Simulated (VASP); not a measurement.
Cd: relaxation of cell and atoms with RPBE

Crystal: Cd.

```
Cd
1.0
     0.00000    2.21815    2.21815
     2.21815    0.00000    2.21815
     2.21815    2.21815    0.00000
Cd
1
Direct
  0.00000 0.00000 0.00000
```

This isn't the form of Cd at room conditions, which is hcp.

```yaml
Program: VASP 6.6.1
Task: relaxation of cell and atoms
Functional: RPBE
Potentials_or_basis: VASP PAW PBE potentials, release 64 (Cd)
Cutoff: 600 eV
k_mesh: 10 × 10 × 10
Occupations: methfessel-paxton, width 0.1 eV
Spin: no spin polarisation
Dipole_correction: no
Further_INCAR_settings: ALGO = Normal; EDIFF = 1e-06; IBRION = 2; EDIFFG = -0.01; NSW = 80; ISIF = 3
```

The relaxed volume is 24.41 Å³/atom and the relaxed cell is a = 3.256 Å, b = 3.256 Å, c = 3.256 Å, α = 60.00°, β = 60.00°, γ = 60.00°. The space group after relaxing (to 0.05 Å) is Fm-3m (No. 225), the energy gained by relaxing is 36.5 meV/atom and the ionic steps are 3. The pressure after relaxing is 0.0 GPa and the band gap on the k mesh is none (metal or under the smearing width).

The path:
| step | energy change (eV) | largest force (eV/Å) | pressure (GPa) | volume (Å³) |
| --- | --- | --- | --- | --- |
| 1 | 0.0000 | 0.0000 | 5.18 | 21.83 |
| 2 | -0.0362 | 0.0000 | 0.37 | 24.14 |
| 3 | -0.0365 | 0.0000 | 0.00 | 24.41 |

Final structure:
```cif
data_structure
_symmetry_space_group_name_H-M 'P 1'
_symmetry_Int_Tables_number 1
_cell_length_a 3.2562
_cell_length_b 3.2562
_cell_length_c 3.2562
_cell_angle_alpha 60.000
_cell_angle_beta 60.000
_cell_angle_gamma 60.000
_cell_volume 24.41
loop_
_atom_site_label
_atom_site_type_symbol
_atom_site_fract_x
_atom_site_fract_y
_atom_site_fract_z
_atom_site_occupancy
Cd1 Cd 0.00000 0.00000 0.00000 1
```

Levels at points of the mesh, in eV from the Fermi level:
```csv
k point,band 2,band 3,band 4,band 5,band 6,band 7,band 8,band 9,band 10
"(0.00, 0.00, 0.00)",-8.99,-8.99,-8.64,-8.64,-8.05,13.36,13.82,13.82,13.82
"(0.50, 0.00, 0.00)",-8.98,-8.98,-8.34,-8.34,-1.97,-1.52,11.54,11.54,12.51
"(0.50, 0.50, 0.00)",-9.40,-8.36,-8.27,-8.27,-0.59,0.95,6.37,6.37,10.19
```

Run time: 26 s on 1 thread of Intel(R) Xeon(R) Platinum 8259CL CPU @ 2.50GHz (Skylake/Cascade Lake), with other jobs on the host, peak memory 0.17 GiB.

Caveat: the PAW data sets were made with another functional, which shifts forces and pressure a little.
